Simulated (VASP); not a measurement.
# KMgF3 (Pm-3m) in VASP: notebook

The runs below take KMgF3 through relaxation of cell and atoms, relaxation of the atoms, with LDA.

Program: VASP 6.6.1. These are calculated values, not measurements. Logs are shortened: lines on timing, memory, paths and dates and some standing lists are left out, and cuts for length are marked.

## (1) The crystal as given

The structure is cubic, space group Pm-3m (No. 221). The conventional cell has a = 3.986 Å, b = 3.986 Å, c = 3.986 Å, α = 90.00°, β = 90.00°, γ = 90.00°. K (site symmetry m-3m) has 12 F at 2.82 Å as nearest neighbours. Around Mg (site symmetry m-3m) lie 6 F at 1.99 Å. F (site symmetry 4/mmm) is surrounded by 2 Mg at 1.99 Å.

## (2) Relaxation of cell and atoms, LDA

Input file INCAR:

```
PREC = Accurate
ENCUT = 600
EDIFF = 1E-6
ISMEAR = 0
SIGMA = 0.03
LREAL = False
LASPH = True
NELM = 80
ALGO = Normal
ISIF = 3
LWAVE = False
LCHARG = False
IBRION = 2
NSW = 90
EDIFFG = -0.01
```

Input file KPOINTS:

```
Automatic mesh
0
Gamma
  8 8 8
```

Input file POSCAR:

```
KMgF3
1.0
    3.9859000000      0.0000000000      0.0000000000
    0.0000000000      3.9859000000      0.0000000000
    0.0000000000      0.0000000000      3.9859000000
K Mg F
1 1 3
Direct
    0.5000000000      0.5000000000      0.5000000000
    0.0000000000      0.0000000000      0.0000000000
    0.5000000000      0.0000000000      0.0000000000
    0.0000000000      0.5000000000      0.0000000000
    0.0000000000      0.0000000000      0.5000000000
```

Potentials or basis: VASP PAW LDA potentials, release 64 (K_sv, Mg, F).

The run is started by

```sh
> cat potpaw_LDA.64/K_sv/POTCAR potpaw_LDA.64/Mg/POTCAR potpaw_LDA.64/F/POTCAR > POTCAR
> mpirun -np 1 vasp_std > vasp.out
```

OUTCAR:

```text
PREC = Accurate
   ENCUT = 600
   EDIFF = 1E-6
   ISMEAR = 0
   LREAL = False
   LASPH = True
   NELM = 80
   ISIF = 3
   IBRION = 2
   NSW = 90
   EDIFFG = -0.01

 ion  position               nearest neighbor table
   1  0.500  0.500  0.500-   3 2.82   4 2.82   5 2.82   3 2.82   4 2.82   3 2.82   5 2.82   3 2.82
                             4 2.82   5 2.82   4 2.82   5 2.82   2 3.45   2 3.45   2 3.45   2 3.45
   2  0.000  0.000  0.000-   3 1.99   4 1.99   5 1.99   5 1.99   4 1.99   3 1.99   1 3.45   1 3.45
                             1 3.45   1 3.45   1 3.45   1 3.45   1 3.45   1 3.45
   3  0.500  0.000  0.000-   2 1.99   2 1.99   1 2.82   1 2.82   1 2.82   1 2.82
   4  0.000  0.500  0.000-   2 1.99   2 1.99   1 2.82   1 2.82   1 2.82   1 2.82
   5  0.000  0.000  0.500-   2 1.99   2 1.99   1 2.82   1 2.82   1 2.82   1 2.82

  LATTYP: Found a simple cubic cell.
 ALAT       =     3.9859000000

  Lattice vectors:

 A1 = (   3.9859000000,   0.0000000000,   0.0000000000)
 A2 = (   0.0000000000,   3.9859000000,   0.0000000000)
 A3 = (   0.0000000000,   0.0000000000,   3.9859000000)

Analysis of symmetry for initial positions (statically):
=====================================================================
 Subroutine PRICEL returns:
 Original cell was already a primitive cell.

 Routine SETGRP: Setting up the symmetry group for a
 simple cubic supercell.

 Subroutine GETGRP returns: Found 48 space group operations
 (whereof 48 operations were pure point group operations)
 out of a pool of 48 trial point group operations.

The static configuration has the point symmetry O_h .

Analysis of symmetry for dynamics (positions and initial velocities):
=====================================================================
 Subroutine PRICEL returns:
 Original cell was already a primitive cell.

 Routine SETGRP: Setting up the symmetry group for a
 simple cubic supercell.

 Subroutine GETGRP returns: Found 48 space group operations
 (whereof 48 operations were pure point group operations)
 out of a pool of 48 trial point group operations.

The dynamic configuration has the point symmetry O_h .

 Subroutine INISYM returns: Found 48 space group operations
 (whereof 48 operations are pure point group operations),
 and found     1 'primitive' translations

----------------------------------------------------------------------------------------

                                     Primitive cell

  volume of cell :      63.3256

  direct lattice vectors                    reciprocal lattice vectors
     3.985900000  0.000000000  0.000000000     0.250884367  0.000000000  0.000000000
     0.000000000  3.985900000  0.000000000     0.000000000  0.250884367  0.000000000
     0.000000000  0.000000000  3.985900000     0.000000000  0.000000000  0.250884367

  length of vectors
     3.985900000  3.985900000  3.985900000     0.250884367  0.250884367  0.250884367

  position of ions in fractional coordinates (direct lattice)
     0.500000000  0.500000000  0.500000000
     0.000000000  0.000000000  0.000000000
     0.500000000  0.000000000  0.000000000
     0.000000000  0.500000000  0.000000000
     0.000000000  0.000000000  0.500000000

  ion indices of the primitive-cell ions
   primitive index   ion index
                 1           1
                 2           2
                 3           3
                 4           4
                 5           5

----------------------------------------------------------------------------------------

 KPOINTS: Automatic mesh

Automatic generation of k-mesh.
 Grid dimensions read from file:
 generate k-points for:    8    8    8

 Generating k-lattice:

  Cartesian coordinates                     Fractional coordinates (reciprocal lattice)
     0.031360546  0.000000000  0.000000000     0.125000000  0.000000000  0.000000000
     0.000000000  0.031360546  0.000000000     0.000000000  0.125000000  0.000000000
     0.000000000  0.000000000  0.031360546     0.000000000  0.000000000  0.125000000

  Length of vectors
     0.031360546  0.031360546  0.031360546

  Shift w.r.t. Gamma in fractional coordinates (k-lattice)
     0.000000000  0.000000000  0.000000000

 Subroutine IBZKPT returns following result:
 ===========================================

 Found     35 irreducible k-points:

 Following reciprocal coordinates:
            Coordinates               Weight
  0.000000  0.000000  0.000000      1.000000
  0.125000  0.000000  0.000000      6.000000
  0.250000  0.000000  0.000000      6.000000
  0.375000  0.000000  0.000000      6.000000
  0.500000  0.000000  0.000000      3.000000
  0.125000  0.125000  0.000000     12.000000
[... 16 lines left out ...]
  0.375000  0.375000  0.125000     24.000000
  0.500000  0.375000  0.125000     24.000000
 [... further k-points ...]
   k-points           NKPTS =     35   k-points in BZ     NKDIM =     35   number of bands    NBANDS=     20
   number of dos      NEDOS =    301   number of ions     NIONS =      5
   total plane-waves  NPLWV =  32768
   dimension x,y,z NGX =    32 NGY =   32 NGZ =   32
   dimension x,y,z NGXF=    64 NGYF=   64 NGZF=   64
   ions per type =               1   1   3
   NGX,Y,Z   is equivalent  to a cutoff of  13.35, 13.35, 13.35 a.u.
   NGXF,Y,Z  is equivalent  to a cutoff of  26.69, 26.69, 26.69 a.u.
 SYSTEM =  unknown system
   PREC   = accura    normal or accurate (medium, high low for compatibility)
   ISTART =      0    job   : 0-new  1-cont  2-samecut
   ICHARG =      2    charge: 1-file 2-atom 10-const
   ISPIN  =      1    spin polarized calculation?
   LNONCOLLINEAR =      F non collinear calculations
   LSORBIT =      F    spin-orbit coupling
   LASPH  =      T    aspherical Exc in radial PAW
   ENCUT  =  600.0 eV  44.10 Ry    6.64 a.u.   7.96  7.96  7.96*2*pi/ulx,y,z
   NELM   =     80;   NELMIN=  2; NELMDL= -5     # of ELM steps
   EDIFF  = 0.1E-05   stopping-criterion for ELM
   LREAL  =      F    real-space projection
   EDIFFG = -.1E-01   stopping-criterion for IOM
   NSW    =     90    number of steps for IOM
   IBRION =      2    ionic relax: 0-MD 1-quasi-New 2-CG
   NFREE  =      1    steps in history (QN), initial steepest desc. (CG)
   ISIF   =      3    stress and relaxation
   ISYM   =      2    0-nonsym 1-usesym 2-fastsym
   POTIM  = 0.5000    time-step for ionic-motion
   TEBEG  =    0.0;   TEEND  =   0.0 temperature during run
   PSTRESS=    0.0 pullay stress
   NELECT =      32.0000    total number of electrons
   NUPDOWN=      -1.0000    fix difference up-down
   EMIN   =  10.00;   EMAX   =-10.00  energy-range for DOS
   EFERMI =   0.00;   METHOD = LEGACY
   ISMEAR =     0;   SIGMA  =   0.03  broadening in eV -4-tet -1-fermi 0-gaus
   EFERMI_NEDOS =   21; number of points for ismear=-14 and -15
   IALGO  =     38    algorithm
   IMIX   =      4    mixing-type and parameters
     AMIX     =   0.40;   BMIX     =  1.00
     AMIX_MAG =   1.60;   BMIX_MAG =  1.00
  volume/ion in A,a.u.               =      12.67        85.47
  Fermi-wavevector in a.u.,A,eV,Ry     =   1.303962  2.464132 23.134232  1.700318
  Thomas-Fermi vector in A             =   2.434930
   LORBIT       =      0    0 simple, 1 ext, 2 COOP (PROOUT), +10 PAW based schemes
   GGA     = CA    functional components
   LHFCALC =     F    Hartree Fock is set to
   AEXX    =    0.0000 exact exchange contribution
   IVDW    =     0    specifies the selected vdW correction
   LEPSILON=     F    determine dielectric tensor
   LRPA    =     F    only Hartree local field effects (RPA)
 conjugate gradient relaxation of ions
 non-spin polarized calculation
 Gauss-broadening in eV      SIGMA  =   0.03
  energy-cutoff  :      600.00
  volume of cell :       63.33
 maximum number of plane-waves:      2176
 NGX is ok and might be reduce to    32
   NGX = 15   NGY = 15   NGZ = 15

--------------------------------------- Ionic step        1  -------------------------------------------

 number of electron      32.0000010 magnetization

 Free energy of the ion-electron system (eV)
  ---------------------------------------------------
  ext. energy  EPLUGINS =         0.00000000
  ---------------------------------------------------
  free energy    TOTEN  =       -27.07371092 eV

  energy without entropy =      -27.07371092  energy(sigma->0) =      -27.07371092

 E-fermi :  -1.8127     XC(G=0): -10.4085

 val. band max:       -1.9979301633   @ k =   0.5000   0.5000   0.5000
 cond. band min:       4.9605634998   @ k =   0.0000   0.0000   0.0000
 fundamental gap:      6.9584936631
 Fermi energy:        -1.8127143242

 k-point     1 :       0.0000    0.0000    0.0000
  band No.  band energies     occupation
      1     -27.1667      2.00000
      2     -21.7243      2.00000
      3     -21.0274      2.00000
      4     -21.0274      2.00000
      5     -10.9092      2.00000
      6     -10.9092      2.00000
[... 12 lines left out ...]
     19       7.7835      0.00000
     20      10.0271      0.00000
[... 590 lines left out ...]
 POSITION                                       TOTAL-FORCE (eV/Angst)
 -----------------------------------------------------------------------------------
      1.95222      1.95222      1.95222        -0.000000     -0.000000      0.000000
      0.00000      0.00000      0.00000         0.000000      0.000000      0.000000
      1.95222      0.00000      0.00000         0.000000      0.000000      0.000000
     -0.00000      1.95222      0.00000         0.000000      0.000000      0.000000
     -0.00000     -0.00000      1.95222         0.000000     -0.000000      0.000000
 -----------------------------------------------------------------------------------
    total drift:                                0.000000      0.000000     -0.000000

  FREE ENERGIE OF THE ION-ELECTRON SYSTEM (eV)
  ---------------------------------------------------
  free  energy   TOTEN  =       -27.1500576588 eV

  energy  without entropy=      -27.1500576588  energy(sigma->0) =      -27.15005766

--------------------------------------- Ionic step        3  -------------------------------------------

 number of electron      31.9999952 magnetization

 Free energy of the ion-electron system (eV)
  ---------------------------------------------------
  ext. energy  EPLUGINS =         0.00000000
  ---------------------------------------------------
  free energy    TOTEN  =       -27.15140246 eV

  energy without entropy =      -27.15140246  energy(sigma->0) =      -27.15140246

 E-fermi :  -1.4198     XC(G=0): -10.7676

 val. band max:       -1.6205866136   @ k =   0.5000   0.5000   0.5000
 cond. band min:       5.8969872774   @ k =   0.0000   0.0000   0.0000
 fundamental gap:      7.5175738911
 Fermi energy:        -1.4197986226

 k-point     1 :       0.0000    0.0000    0.0000
  band No.  band energies     occupation
      1     -26.6657      2.00000
      2     -21.5419      2.00000
      3     -20.7467      2.00000
      4     -20.7467      2.00000
      5     -10.4215      2.00000
      6     -10.4215      2.00000
[... 12 lines left out ...]
     19       8.2460      0.00000
     20      10.5735      0.00000
[... 551 lines left out ...]
 POSITION                                       TOTAL-FORCE (eV/Angst)
 -----------------------------------------------------------------------------------
      1.94648      1.94648      1.94648        -0.000000     -0.000000      0.000000
      0.00000      0.00000      0.00000         0.000000      0.000000      0.000000
      1.94648      0.00000      0.00000         0.000000      0.000000      0.000000
     -0.00000      1.94648      0.00000         0.000000      0.000000      0.000000
     -0.00000     -0.00000      1.94648         0.000000     -0.000000      0.000000
 -----------------------------------------------------------------------------------
    total drift:                                0.000000      0.000000     -0.000000

  FREE ENERGIE OF THE ION-ELECTRON SYSTEM (eV)
  ---------------------------------------------------
  free  energy   TOTEN  =       -27.1514024596 eV

  energy  without entropy=      -27.1514024596  energy(sigma->0) =      -27.15140246

 reached required accuracy - stopping structural energy minimisation
```

Wall time 29 s (1 thread of Intel Xeon 6975P-C (Granite Rapids), shared host); peak memory 0.19 GiB.

Results:

```yaml
Free_energy: -27.1514 eV
Relaxed_volume: 11.80 Å³/atom
Relaxed_cell: a = 3.893 Å, b = 3.893 Å, c = 3.893 Å, α = 90.00°, β = 90.00°, γ = 90.00°
Space_group_after_relaxing_to_0.05_Å: Pm-3m (No. 221)
Energy_gained_by_relaxing: 15.5 meV/atom
Ionic_steps: 3
Pressure_after_relaxing: 0.0 GPa
Band_gap_on_the_k_mesh: 7.52 eV, indirect (least direct gap 7.84 eV)
```

The path:
| step | energy change (eV) | largest force (eV/Å) | pressure (GPa) | volume (Å³) |
| --- | --- | --- | --- | --- |
| 1 | 0.0000 | 0.0000 | -5.36 | 63.33 |
| 2 | -0.0763 | 0.0000 | -0.79 | 59.52 |
| 3 | -0.0777 | 0.0000 | -0.02 | 59.00 |

Final structure:
```
K Mg F
1.0
     3.89296    0.00000    0.00000
     0.00000    3.89296    0.00000
     0.00000    0.00000    3.89296
K Mg F
1 1 3
Direct
  0.50000 0.50000 0.50000
  0.00000 0.00000 0.00000
  0.50000 0.00000 0.00000
  0.00000 0.50000 0.00000
  0.00000 0.00000 0.50000
```

A k mesh can miss the band edges. Zero-point motion and thermal expansion aren't in these numbers.

## (3) Relaxation of cell and atoms, LDA

This run uses another cell than the first one, of 11.80 Å³/atom, 0.932 times its volume.

Changes to INCAR since step 2:

```diff
@@ -2,3 +2,3 @@
 ENCUT = 600
-EDIFF = 1E-6
+EDIFF = 1E-7
 ISMEAR = 0
@@ -14,2 +14,2 @@
 NSW = 90
-EDIFFG = -0.01
+EDIFFG = -0.005
```

KPOINTS is that of step 2.

Input file POSCAR:

```
KMgF3                                   
1.0
    3.8929644714      0.0000000000      0.0000000000
   -0.0000000000      3.8929644714      0.0000000000
   -0.0000000000     -0.0000000000      3.8929644714
  K               Mg              F             
     1     1     3
Direct
     0.5000000000000000    0.5000000000000000    0.5000000000000000
     0.0000000000000000    0.0000000000000000    0.0000000000000000
     0.5000000000000000    0.0000000000000000    0.0000000000000000
     0.0000000000000000    0.5000000000000000    0.0000000000000000
     0.0000000000000000    0.0000000000000000    0.5000000000000000
```

Potentials or basis: VASP PAW LDA potentials, release 64 (K_sv, Mg, F).

The run is started by

```sh
> cat potpaw_LDA.64/K_sv/POTCAR potpaw_LDA.64/Mg/POTCAR potpaw_LDA.64/F/POTCAR > POTCAR
> mpirun -np 1 vasp_std > vasp.out
```

Run time: 12 s. Hardware: 1 thread of Intel Xeon 6975P-C (Granite Rapids), shared host; peak memory 0.18 GiB.

Results (log left out):

```yaml
Free_energy: -27.1383 eV
Pressure_after_relaxing: 0.0 GPa
Band_gap_on_the_k_mesh: 7.52 eV, indirect (least direct gap 7.84 eV)
```

Final structure:
```cif
data_structure
_symmetry_space_group_name_H-M 'P 1'
_symmetry_Int_Tables_number 1
_cell_length_a 3.8930
_cell_length_b 3.8930
_cell_length_c 3.8930
_cell_angle_alpha 90.000
_cell_angle_beta 90.000
_cell_angle_gamma 90.000
_cell_volume 59.00
loop_
_atom_site_label
_atom_site_type_symbol
_atom_site_fract_x
_atom_site_fract_y
_atom_site_fract_z
_atom_site_occupancy
K1 K 0.50000 0.50000 0.50000 1
Mg1 Mg 0.00000 0.00000 0.00000 1
F1 F 0.50000 0.00000 0.00000 1
F2 F 0.00000 0.50000 0.00000 1
F3 F 0.00000 0.00000 0.50000 1
```

Levels at points of the mesh, in eV from the valence-band top:
```tsv
k point	band 14	band 15	band 16	band 17	band 18	band 19
(0.00, 0.00, 0.00)	-0.32	-0.32	-0.32	7.52	9.86	9.86
(0.50, 0.00, 0.00)	-0.97	-0.59	-0.59	10.24	10.87	11.05
(0.50, 0.50, 0.00)	-0.97	-0.97	-0.03	11.11	11.79	12.96
(0.50, 0.50, 0.50)	0.00	0.00	0.00	10.46	10.46	10.46
```

Caveat: the relaxation stopped at its first step, so nothing moved. A k mesh can miss the band edges.

(Part 1 of 2 ends here.)
